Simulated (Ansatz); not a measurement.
Crystal: Bi.

```xyz
2
Lattice="3.4886 -3.1326 0.0000 3.4886 3.1326 0.0000 -1.2602 0.0000 3.1136" Properties=species:S:1:pos:R:3 pbc="T T T"
Bi    4.1738    0.0000    2.6695
Bi    1.5432    0.0000    0.4440
```

This isn't the form of Bi at room conditions, which is rhombohedral.

* Program: Ansatz 0.2.0
* Task: single point
* Functional: PBE
* Potentials or basis: all-electron LAPW, scalar-relativistic
* Cutoff: 190 eV (chosen from the basis error)
* Basis error allowed: 0.001 eV/atom
* k mesh: 6 × 6 × 9
* Occupations: fermi-dirac, width 0.05 eV
* Spin: no spin polarisation

On this cell: pressure 0.1 GPa; largest force 0.042 eV/Å; band gap on the k mesh none (metal or under the smearing width).

The same run follows on a disturbed copy (atoms moved at random, drawn with an rms of 0.05 Å):

```
CELL_PARAMETERS angstrom
3.48860 -3.13258 0.00000
3.48860 3.13258 0.00000
-1.26023 0.00000 3.11355
ATOMIC_POSITIONS crystal
Bi 0.75023 0.75159 0.84910
Bi 0.24710 0.25308 0.14475
```

What does the disturbed cell give?

The energy (extrapolated to zero smearing) moves by +1.3 meV/atom; pressure -0.1 GPa; largest force 0.095 eV/Å; band gap on the k mesh none (metal or under the smearing width).

Forces on the atoms (eV/Å):
```
Bi   0.083  0.015  0.044
Bi  -0.083 -0.015 -0.044
```

Stress tensor (GPa, compression positive):
```
-0.04 -0.02 -0.32
-0.02 -0.80 -0.02
-0.32 -0.02  0.68
```

Caveats: spin-orbit coupling is left out, which moves the levels of the heavy elements.
